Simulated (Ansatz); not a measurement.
Zincblende NaH, relaxed with r2SCAN in Ansatz 0.2.0. The symmetry is F-43m (No. 216, cubic); conventional cell a = 5.194 Å, 17.51 Å³ an atom. Na has 4 H at 2.25 Å; H has 4 Na at 2.25 Å.

The axes x, y and z are those of this cell:
```xyz
2
Lattice="0.0000 2.5969 2.5969 2.5969 0.0000 2.5969 2.5969 2.5969 0.0000" Properties=species:S:1:pos:R:3 pbc="T T T"
Na    0.0000    0.0000    0.0000
H     1.2985    1.2985    1.2985
```

Unstrained: PBE gives an indirect gap of 3.613 eV, from W to L; the least direct gap is 4.318 eV at L. r2SCAN gives an indirect gap of 4.049 eV, from W to L; the least direct gap is 4.746 eV at L. HSE06 gives an indirect gap of 4.616 eV, from W to L; the least direct gap is 5.378 eV at L. Meshes: PBE 8×8×8, r2SCAN 8×8×8, HSE06 6×6×6. Strains are changes of length per length. After each strain the atoms were relaxed again with r2SCAN within the symmetry that the strain leaves, so tilts or polar shifts that break it weren't tested; points keep the names that they have in the unstrained zone. Simulation only: spin-unpolarised, and no claim that this is the phase found in nature.

(1) Estimate what isotropic +2.65 % on every length does to the gap.

(2) Apply biaxial -4.07 % in x and y, z held. How far does the gap move, against the unstrained cell?

(3) One strain changed the r2SCAN stress by xx -1.13, yy -1.13, zz -1.13, xy +0.54, xz +0.54, yz +0.54 GPa (compression positive) and the gap by -0.174 eV (PBE), -0.178 eV (r2SCAN), -0.196 eV (HSE06). Which kind of strain was it, and roughly how large?

## Answers

(1) PBE: the gap goes from 3.613 to 3.551 eV (-0.062 eV). r2SCAN: the gap goes from 4.049 to 3.979 eV (-0.070 eV). HSE06: the gap goes from 4.616 to 4.532 eV (-0.084 eV). The r2SCAN energy rises by 5.8 meV an atom.

(2) PBE: the gap goes from 3.613 to 3.632 eV (+0.019 eV). r2SCAN: the gap goes from 4.049 to 4.076 eV (+0.027 eV). The r2SCAN energy rises by 7.3 meV an atom.

(3) Epitaxial +4.82 % in the plane normal to [111], free normal strain -2.40 %. The pattern of the stress gives the kind; the size needs the stiffness, so it is an estimate.

The meshes of the hybrids are coarse, so their gaps aren't converged to the digits shown.
